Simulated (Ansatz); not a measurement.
System: α-phase Li₃N. Method: PBE-D3(BJ) in Ansatz (PAW).

Run with plane-wave cutoff 500 eV, 12×12×8 k mesh (along the axes of the cell as run), gaussian smearing 0.02 eV, scalar-relativistic PAW data made under PBE.

Cell (relaxed at this level):

```cif
data_Li3N
_chemical_formula_sum 'Li3 N1'
_space_group_name_H-M_alt 'P6/mmm'
_space_group_IT_number 191
_space_group_name_Hall '-P 6 2'
_cell_length_a 3.55460
_cell_length_b 3.55460
_cell_length_c 3.77578
_cell_angle_alpha 90.000
_cell_angle_beta 90.000
_cell_angle_gamma 120.000
loop_
_atom_site_label
_atom_site_type_symbol
_atom_site_symmetry_multiplicity
_atom_site_Wyckoff_symbol
_atom_site_fract_x
_atom_site_fract_y
_atom_site_fract_z
_atom_site_occupancy
Li1 Li 2 c 0.33333 0.66667 0.00000 1
Li2 Li 1 b 0.00000 0.00000 0.50000 1
N1 N 1 a 0.00000 0.00000 0.00000 1
```

Question: Give the computed band gap.

Answer: 
- band gap: 1.15 eV (on the SCF k mesh)

Measured, for comparison: band gap 2.15 eV (4 K, zero-point motion not removed, indirect, optical absorption, E parallel c; as tabulated in Brendecke and Bludau (1979), doi:10.1063/1.326533). Computed (rounded) less measured: band gap -1.00 eV.

Static lattice: no zero-point or thermal effects.

Ansatz is a program for electronic structure.
